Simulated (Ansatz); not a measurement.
# CoO in Ansatz: the effect of functional

CoO:

```
Co O
1.0
     1.56951    0.90616    2.51408
    -1.56951    0.90616    2.51408
     0.00000   -1.81232    2.51408
Co O
1 1
Direct
  0.99898 0.99898 0.99898
  0.75102 0.75102 0.75102
```

Measurements of this composition are mostly on another form, of space group No. 225.

The cell isn't the ideal one: volume scaled by 0.94.

Alike in all runs:

```yaml
Program: Ansatz 0.2.0
Task: single point
Potentials_or_basis: Ansatz PAW
k_mesh: 10 × 10 × 10
Occupations: fermi-dirac, width 0.05 eV
Spin: collinear spin, ferromagnetic start
Starting_moments: "[2.0, 0.0] μB"
```

```csv
functional,cutoff,pressure (GPa),moment (μB)
LDA,420 eV (not typed: the program's choice for these potentials),-13.8,1.90
PBE,420 eV (not typed: the program's choice for these potentials),7.0,2.42
PBEsol,420 eV (not typed: the program's choice for these potentials),?,?
r2SCAN,500 eV (not typed: the program's choice for these potentials),13.8,2.94
```

Problem. What does the run with functional PBEsol give?

Solution. Pressure -2.0 GPa; moment 2.39 μB.

Caveats: a cell with one magnetic atom can't hold antiferromagnetic order, which such compounds often take; the PAW data sets come from PBE, with cores solved anew for the run's functional, which leaves a small shift of forces and pressure (some runs); the magnetic or orbital state may not be the lowest (some runs).
